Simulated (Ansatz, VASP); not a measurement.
## Two plane-wave programs on Si3Mo

The input INCAR:

```
PREC = Accurate
ENCUT = 520
EDIFF = 1E-6
ISMEAR = 0
SIGMA = 0.1
LREAL = False
LASPH = True
NELM = 100
ALGO = Normal
ISIF = 2
LWAVE = False
LCHARG = True
GGA = PE
LELF = True
LVHAR = True
NBANDS = 21
```

File KPOINTS:

```
regular mesh
0
Gamma
  6 6 2
```

Contents of POSCAR:

```
Si3Mo
1.0
    2.6451923600      0.0000000000      0.0000000000
   -1.3225961800      2.2908037900      0.0000000000
    0.0000000000      0.0000000000      9.5030495100
Si Mo
3 1
Direct
    0.0000000000      0.0000000000      0.0000000000
    0.3333333300      0.6666666700      0.7547884000
    0.3333333300      0.6666666700      0.2452116000
    0.0000000000      0.0000000000      0.5000000000
```

Input for Ansatz:

```yaml
crystal:
  lattice:
    - [2.64519236, 0.0, 0.0]
    - [-1.32259618, 2.29080379, 0.0]
    - [0.0, 0.0, 9.50304951]
  atoms:
    - { symbol: Si, position: [0.0, 0.0, 0.0] }
    - { symbol: Si, position: [0.33333333, 0.66666667, 0.7547884] }
    - { symbol: Si, position: [0.33333333, 0.66666667, 0.2452116] }
    - { symbol: Mo, position: [0.0, 0.0, 0.5] }
basis:
  ecutwfc: 420
kpoints:
  mp_grid: { grid: [6, 6, 2] }
hamiltonian:
  xc: pbe
scf:
  occupations: { method: gaussian, width: 0.1 }
  lower_state_search: "off"
output:
  forces: true
  stress: true
  eigenvalues: true
```

Change from the starting cell: species swapped into the Cd3Hg type (P-6m2, No. 187).

Alike in both runs: task single point; functional PBE; k mesh 6 × 6 × 2; occupations gaussian, width 0.1 eV; no spin polarisation.

|  | VASP | Ansatz |
| --- | --- | --- |
| version | VASP 6.6.1 | Ansatz 0.2.0 |
| potentials or method | VASP PAW PBE potentials, release 64 (Si, Mo_sv) | scalar-relativistic, plane waves, PAW |
| plane-wave cutoff (eV) | 520 | 420 |
| valence electrons in the cell | 26 | 26 |

|  | VASP | Ansatz | Ansatz less VASP |
| --- | --- | --- | --- |
| gap on the k mesh at the Fermi level (eV) | none | none | - |
| pressure (GPa) | 2.7 | 2.6 | -0.14 |
| largest component of the traceless stress (GPa) | 15.16 | 15.22 | +0.056 |
| rms of the force components (eV/Å) | 0.284 | 0.287 | +0.0032 |

Atom by atom the forces differ by 0.003 eV/Å (rms over components). A gap of «none» marks a metal or a gap that the smearing closes.

Caveats: the k mesh is coarse (spacing up to 0.46 Å⁻¹), so the values aren't converged.
